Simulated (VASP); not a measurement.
## From VASP inputs to Ansatz: GaN (distorted zincblende)

INCAR

```
IBRION = -1
ISIF = 2
ENCUT = 520
LASPH = .TRUE.
NSW = 0
NBANDS = 16
NELM = 120
SIGMA = 0.02
LREAL = .FALSE.
LWAVE = .FALSE.
PREC = Accurate
EDIFF = 1E-7
ISMEAR = -1
LCHARG = .FALSE.
GGA = PE
```

KPOINTS

```
KPOINTS created by Atomic Simulation Environment
0
Gamma
8 8 8
0 0 0
```

POSCAR

```
Ga N
 1.0000000000000000
     0.0529000000000000    2.3317000000000001    2.3327000000000000
     2.3218999999999999    0.0626000000000000    2.3230000000000000
     2.2841999999999998    2.2843000000000000    0.1003000000000000
 Ga  N
   1   1
Cartesian
  2.3405774499999996  4.5766333200000000  2.4419050600000003
  1.1627260300000000  1.1379288600000002  1.1947945599999998
```

VASP ran with the recommended PBE PAW datasets (18 valence electrons in the cell).

Question: Write an Ansatz input for this cell and level of theory.

Answer: 

```yaml
crystal:
  lattice:
    - [0.0529, 2.3317, 2.3327]
    - [2.3219, 0.0626, 2.323]
    - [2.2842, 2.2843, 0.1003]
  atoms:
    - { symbol: Ga, position: [0.9927, 0.0116, 0.9899] }
    - { symbol: "N", position: [0.2449, 0.258, 0.2411] }
kpoints:
  mp_grid: { grid: [8, 8, 8] }
hamiltonian:
  xc: pbe
scf:
  occupations: { method: fermi_dirac, width: 0.02 }
  n_extra_bands: 4
output:
  forces: true
  stress: true
  eigenvalues: true
```

Other inputs would serve too.

```json
{"": "gap between bands v and c on the k mesh", "VASP": "1.35 eV", "Ansatz": "1.35 eV"}
{"": "least direct gap on the k mesh", "VASP": "1.35 eV", "Ansatz": "1.35 eV"}
{"": "pressure", "VASP": "0.4 GPa", "Ansatz": "0.3 GPa"}
{"": "largest force", "VASP": "0.46 eV/Å", "Ansatz": "0.47 eV/Å"}
```

The two codes use different PAW datasets and cutoffs. VASP's cell holds 18 valence electrons and Ansatz's 18. Ansatz's stress includes a Pulay correction; VASP's doesn't.
